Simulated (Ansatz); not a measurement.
CuAu3 (Pm-3m): electronic heat capacity and spin susceptibility from the density of states

Theory: DFT PBEsol, scalar-relativistic, plane waves, PAW in Ansatz 0.2.0.

Cutoff 420 eV; k points 10×10×10 on the computed 4-atom cell (Γ-centred); Gaussian smearing, width 0.10 eV; no spin polarisation.

Relaxed cell: Pm-3m, a = 3.974 Å, b = 3.974 Å, c = 3.974 Å, α = 90.00°, β = 90.00°, γ = 90.00°, 4 atoms in the primitive cell. Whether it is the stable form of this composition wasn't checked.

The density of states at the Fermi level is 0.966 states/eV in the cell of 4 atoms (1 formula unit; both spins, tetrahedra on a 15×15×15 mesh). Averaged over bins of 0.1 eV the density runs from 0.7 to 1.2 states/eV within 0.2 eV of the Fermi level, so the figure hangs on the exact place of that level.

What Sommerfeld coefficient and Pauli susceptibility does this give?

Per formula unit N(E_F) = 0.966 states/eV. γ = (π²/3) k_B² N(E_F) N_A = 2.357 mJ/(mol K²) per state/eV, so γ = 2.3 mJ/(mol K²), a mole of formula units. χ_P = μ_B² N(E_F) N_A = 3.23×10⁻⁵ emu/mol per state/eV gives 3.1×10⁻⁵ emu/mol. This is the bare band result: a measured γ of the same phase is as a rule larger by a factor 1 + λ from phonons and spin fluctuations, the spin part of χ is larger by the Stoner factor, and a measured χ also holds orbital and core terms. N(E_F) at one energy is sensitive to the mesh where the density of states has sharp peaks.

Spin-orbit coupling is left out, which matters for the bands of heavy elements.

Cost: 1 run of about 0.79 core-minutes, on Arm Neoverse V2 (shared hosts).